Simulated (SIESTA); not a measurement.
**AlNi3 under changes of volume**

One of the cells (11.151 Å³/atom); the others are scaled copies at fixed shape and fractional positions:

```
Ni Al
1.0
     3.54639    0.00000    0.00000
     0.00000    3.54639    0.00000
     0.00000    0.00000    3.54639
Ni Al
3 1
Direct
  0.50000 0.50000 0.00000
  0.50000 0.00000 0.50000
  0.00000 0.50000 0.50000
  0.00000 0.00000 0.00000
```

The cell is a database's computed one.

```yaml
Program: SIESTA 5.4.2
Functional: PBE
Potentials_or_basis: PseudoDojo 0.4 standard (PBE files)
Basis: DZP (energy shift 0.003 Ry; two zetas on semicore shells)
Grid_cutoff: 800 Ry
Energy_shift: 0.003 Ry
k_mesh: 8 × 8 × 8
Occupations: fermi-dirac, width 0.05 eV
Spin: collinear spin, ferromagnetic start
Starting_moments: "[1.0, 1.0, 1.0, 0.0] μB"
```

| volume (Å³/atom) | energy over the lowest point (meV/atom) | pressure (GPa) | moment (μB per cell) |
| --- | --- | --- | --- |
| 10.276 | 60.57 | 21.1 | 0.64 |
| 10.495 | 34.99 | 16.3 | 0.66 |
| 10.713 | ? | ? | ? |
| 11.151 | 0.59 | 2.1 | 0.71 |
| 11.369 | 0.00 | -1.1 | 0.72 |
| 11.588 | 3.65 | -4.4 | 0.72 |

Task: What does the run at 10.713 Å³/atom give?

Result: Energy over the lowest point 16.59 meV/atom; pressure 10.7 GPa; moment 0.68 μB per cell.

Worked out: A Birch-Murnaghan fit of order 3 (a polynomial in V^(-2/3)) to the other rows has its minimum at 11.29 Å³/atom with B0 = V·E''(V) = 168 GPa and B' = 7.1. It gives 17.23 meV/atom at 10.713 Å³/atom, against the run's 16.59, and -dE/dV = 10.5 GPa, against 10.7. A parabola through the other rows of the moment, of slope 0.0818 μB per Å³/atom there, gives 0.68 μB, against the run's 0.68.

Energies are extrapolated to zero smearing.

Caveats: short orbitals over semicore shells can move pressures by several GPa; the basis of atomic orbitals isn't converged, which shifts pressures, moduli and gaps.
